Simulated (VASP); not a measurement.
Write the native input for VASP 6.6.1 that does the following.

```yaml
Task: single point
Functional: PBEsol
Potentials_or_basis: VASP PAW PBE potentials, release 64 (Al, P)
Cutoff: 520 eV
k_mesh: 7 × 7 × 7
Occupations: fermi-dirac, width 0.02 eV
Spin: no spin polarisation
Further_INCAR_settings: ALGO = Normal; EDIFF = 1e-06; NBANDS = 11
```

The structure of AlP lies in POSCAR:

```
AlP
1.0
    0.0000000000      2.7255000000      2.7255000000
    2.7255000000      0.0000000000      2.7255000000
    2.7255000000      2.7255000000      0.0000000000
Al P
1 1
Direct
    0.0000000000      0.0000000000      0.0000000000
    0.2500000000      0.2500000000      0.2500000000
```

One way to write it, as run:

INCAR

```
SYSTEM = AlP
  ALGO = Normal
  EDIFF = 1E-6
  ENCUT = 520
  GGA = PS
  ISIF = 2
  ISMEAR = -1
  KPAR = 4
  LASPH = .TRUE.
  LCHARG = .TRUE.
  LREAL = .FALSE.
  LVHAR = .TRUE.
  LWAVE = .FALSE.
  NBANDS = 11
  NELM = 60
  PREC = Accurate
  SIGMA = 0.02
```

KPOINTS

```
k-points
0
G
  7 7 7
  0 0 0
```

Potentials or basis: VASP PAW PBE potentials, release 64 (Al, P).

Command:

```console
$ cat potpaw_PBE.64/Al/POTCAR potpaw_PBE.64/P/POTCAR > POTCAR
$ mpirun -np 4 vasp_std > vasp.out
```

Results of the run:

```json
{
 "Pressure": "1.0 GPa",
 "Band gap on the k mesh": "1.56 eV, indirect (least direct gap 3.24 eV)"
}
```

Caveat: the PAW data sets were made with another functional, which shifts forces and pressure a little; an odd mesh through Γ misses points on the zone boundary, where band edges often lie.

It took 4.1 s on 4 MPI ranks on Intel(R) Xeon(R) Platinum 8488C (Sapphire Rapids), with other jobs on the host, peak memory 0.15 GiB a rank.
